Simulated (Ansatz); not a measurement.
**Li: what symmetry allows forces and stress to be**

```xyz
4
Lattice="4.3935 0.0000 0.0000 0.0000 4.3935 0.0000 0.0000 0.0000 4.3935" Properties=species:S:1:pos:R:3 pbc="T T T"
Li    3.9848    0.4087    2.6055
Li    1.7880    1.7880    1.7880
Li    0.4087    2.6055    3.9848
Li    2.6055    3.9848    0.4087
```

Computed with DFT PBE, scalar-relativistic, plane waves, PAW (Ansatz).

Plane waves to 420 eV, a k mesh through Γ of 10×10×10 on the computed 4-atom cell and Gaussian smearing (0.10 eV); no spin polarisation.

This distorted cell has space group P2_13, with 12 operations.

Question: Without a calculation: in which directions can each atom feel a force?

Answer: A force must be left unchanged by every operation that keeps its atom in place, so it lies in the space that those operations leave fixed. Atoms that the group maps onto each other feel forces of one size.
```csv
atom,site symmetry,operations at the site,equivalent to atom,allowed force (Cartesian)
Li1,.3.,3,1,"along (-0.58, 0.58, 0.58)"
Li2,.3.,3,1,"along (0.58, 0.58, 0.58)"
Li3,.3.,3,1,"along (0.58, 0.58, -0.58)"
Li4,.3.,3,1,"along (-0.58, 0.58, -0.58)"
```

That leaves 1 independent force component of 12. A relaxation in this cell that keeps the symmetry moves the atoms in these directions alone.

Question: And the stress tensor?

Answer: It must be invariant under the point group, which leaves 1 independent component: yz, xz, xy vanish; xx = yy, xx = zz, yy = zz.

Question: Do the computed values obey this?

Answer: Yes. Forces (eV/Å):
```
Li1  0.187 -0.187 -0.187
Li2  0.187  0.187  0.187
Li3 -0.187 -0.187  0.187
Li4 -0.187  0.187 -0.187
```

Stress (GPa, compression positive, xx yy zz yz xz xy): 0.37 0.37 0.37 0.00 0.00 0.00. The program imposes the same operations on density, forces and stress, so this confirms the analysis and is no independent test of the calculation.

This form isn't the element's structure at ambient conditions.